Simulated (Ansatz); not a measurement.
Runs of Ansatz 0.2.0 on WS2. The cell holds a slab with vacuum, 6 atoms: a = 3.183 Å, b = 3.183 Å, c = 23.669 Å, α = 90.00°, β = 90.00°, γ = 120.00°. 

```csv
task,level,cell,k mesh,smearing,points for each segment of the path,gap on the mesh (eV),relaxed volume (Å³/atom),largest force (eV/Å)
relaxation of cell and atoms,PBEsol,relaxed,10 × 10 × 2,fermi-dirac 0.05 eV,-,(a),33.67,-
Born charges and dielectric tensor,PBE,as given,8 × 8 × 2,fixed,-,(b),-,-
relaxation of cell and atoms,LDA,relaxed,10 × 10 × 2,fermi-dirac 0.05 eV,-,1.41,(c),-
band structure,LDA,as given,10 × 10 × 2,fermi-dirac 0.05 eV,14,1.62,-,0.39
band structure,PBE,as given,10 × 10 × 2,fermi-dirac 0.05 eV,14,1.67,-,0.27
```

Alike in all rows: potentials or basis Ansatz PAW; no spin polarisation; cutoff (eV) 420.

Task: Estimate the missing entries.

Result: (a) 1.61; (b) 1.72; (c) 32.91.

Caveats: spin-orbit coupling is left out, which moves the levels of the heavy elements; the PAW data sets come from PBE, with cores solved anew for the run's functional, which leaves a small shift of forces and pressure (some runs); the plane-wave basis is chosen anew once the cell has moved, so the energies of steps on either side of that aren't comparable (some runs); the k mesh misses the band edges, so the gap on the mesh is wider than the one along the path (some runs).

A k mesh can miss the band edges, and the runs leave out spin-orbit coupling on W.
